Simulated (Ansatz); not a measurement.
Structure: SrTe built on the rocksalt prototype, at its r2SCAN minimum. It is cubic, Fm-3m (No. 225); a = 6.706 Å in the conventional setting, 37.69 Å³ an atom. Sr is surrounded by 6 Te at 3.35 Å; Te is surrounded by 6 Sr at 3.35 Å.

3 runs of the plane-wave code Ansatz on this cell differ in the functional (and in the settings that go with it). Levels are in eV from each run's valence top; v1 is the last filled band, c1 the first empty one.

Run A, mean stress -0.1 GPa (compression positive):
```tsv
point	v5	v3	v1	c1	c2	c3
Γ	-17.85	0.00	0.00	3.61	4.20	4.20
X	-17.89	-2.14	-0.80	2.49	4.68	5.86
U	-17.88	-1.91	-1.00	3.63	5.79	6.57
```

Run B, mean stress -0.1 GPa (compression positive):
```tsv
point	v5	v3	v1	c1	c2	c3
Γ	-17.93	0.00	0.00	4.25	4.89	4.89
X	-17.97	-2.21	-0.83	3.15	5.36	6.57
U	-17.95	-1.98	-1.03	4.31	6.49	7.28
```

Run C, mean stress +0.2 GPa (compression positive):
```tsv
point	v5	v3	v1	c1	c2	c3
Γ	-16.66	0.00	0.00	2.77	3.31	3.31
X	-16.69	-1.93	-0.72	1.77	3.85	4.83
U	-16.68	-1.74	-0.92	2.83	4.88	5.50
```

Q: Match the runs to PBE, HSE06, PBE0.

A: A is HSE06, B is PBE0, C is PBE. In order of the gap: PBE 1.77, HSE06 2.49, PBE0 3.15 eV.

Spin-unpolarised throughout; all numbers are computed.

No spin-orbit coupling is included; it can move band edges with weight on the heavy atoms by tenths of an eV.

The program warns that its thresholds are loose for a hybrid's stress.

The meshes of the hybrids are coarse, so their gaps aren't converged to the digits shown.
